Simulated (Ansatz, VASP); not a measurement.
# Two plane-wave programs on P

```
P
1.0
     4.19820    0.00000    0.00000
     0.00000    4.19820    0.00000
     0.00000    0.00000    3.24117
P
4
Direct
  0.33849 0.00000 0.75000
  0.66151 0.00000 0.25000
  0.00000 0.33849 0.00000
  0.00000 0.66151 0.50000
```

Alike in both runs: task relaxation of cell and atoms; functional PBE; k mesh 4 × 4 × 6; occupations gaussian, width 0.1 eV; no spin polarisation.

```csv
,VASP,Ansatz
version,VASP 6.6.1,Ansatz 0.2.0
potentials or method,"VASP PAW PBE potentials, release 64 (P)","scalar-relativistic, plane waves, PAW"
plane-wave cutoff (eV),600,420
valence electrons in the cell,20,20
```

Ansatz gave:

```
gap on the k mesh at the Fermi level, each at its own relaxed structure (eV) : none
relaxed volume (Å³/atom)                                                     : 24.34
relaxed cell length with the largest relative difference (Å)                 : 5.510
energy change over the relaxation (meV/atom)                                 : -487
```

Q: Estimate VASP's values.

A: gap on the k mesh at the Fermi level, each at its own relaxed structure (eV): none; relaxed volume (Å³/atom): 24.51; relaxed cell length with the largest relative difference (Å): 5.526; energy change over the relaxation (meV/atom): -486.

A gap of «none» marks a metal or a gap that the smearing closes.

Caveats: the k mesh is coarse (spacing up to 0.37 Å⁻¹), so the values aren't converged; the volume moved by over 15 % at a fixed basis, so the end points are rough (VASP).
